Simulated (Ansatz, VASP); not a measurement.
## GaAs in VASP and in Ansatz

File INCAR:

```
SYSTEM = GaAs
PREC = Accurate
ENCUT = 600
EDIFF = 1E-6
ISMEAR = 0
SIGMA = 0.02
LREAL = .False.
LASPH = .True.
NELM = 100
ALGO = Normal
ISIF = 3
LWAVE = .False.
LCHARG = .False.
GGA = PS
IBRION = 2
NSW = 70
EDIFFG = -0.005
```

KPOINTS

```
regular mesh
0
Gamma
  12 12 12
  0 0 0
```

POSCAR

```
GaAs
1.0
    0.0000000000      2.8726923284      2.8726923284
    2.8726923284      0.0000000000      2.8726923284
    2.8726923284      2.8726923284      0.0000000000
Ga As
1 1
Direct
    0.0000000000      0.0000000000      0.0000000000
    0.2500000000      0.2500000000      0.2500000000
```

Input for Ansatz:

```yaml
crystal:
  lattice:
    - [0.0, 2.8726923284, 2.8726923284]
    - [2.8726923284, 0.0, 2.8726923284]
    - [2.8726923284, 2.8726923284, 0.0]
  atoms:
    - { symbol: Ga, position: [0.0, 0.0, 0.0] }
    - { symbol: As, position: [0.25, 0.25, 0.25] }
basis:
  ecutwfc: 420
kpoints:
  mp_grid: { grid: [12, 12, 12] }
hamiltonian:
  xc: pbesol
scf:
  occupations: { method: gaussian, width: 0.02 }
output:
  forces: true
  stress: true
  eigenvalues: true
relax:
  adjacent_minimum: "off"
  f_tol: 0.005
  max_steps: 50
  cell: { stress_tol: 0.05 }
```

Alike in both runs: task relaxation of cell and atoms; functional PBEsol; k mesh 12 × 12 × 12; occupations gaussian, width 0.02 eV; no spin polarisation.

```csv
,VASP,Ansatz
version,VASP 6.6.1,Ansatz 0.2.0
potentials or method,"VASP PAW PBE potentials, release 64 (Ga_d, As)","scalar-relativistic, plane waves, PAW"
plane-wave cutoff (eV),600,420
valence electrons in the cell,18,28
```

VASP gave:

* gap on the k mesh at the Fermi level, each at its own relaxed structure (eV): 0.42
* relaxed volume (Å³/atom): 22.70
* relaxed cell length with the largest relative difference (Å): 4.004
* energy change over the relaxation (meV/atom): -9

Problem. Which values does Ansatz return?

Solution. gap on the k mesh at the Fermi level, each at its own relaxed structure (eV): 0.42; relaxed volume (Å³/atom): 22.64; relaxed cell length with the largest relative difference (Å): 4.001; energy change over the relaxation (meV/atom): -10.

The two sets of potentials don't hold the same shells in valence.

Caveats: the PAW data sets were made with another functional, which shifts forces and pressure a little (VASP). PBEsol gaps usually lie below the measured ones, often by a third to a half. A k mesh can miss the band edges.
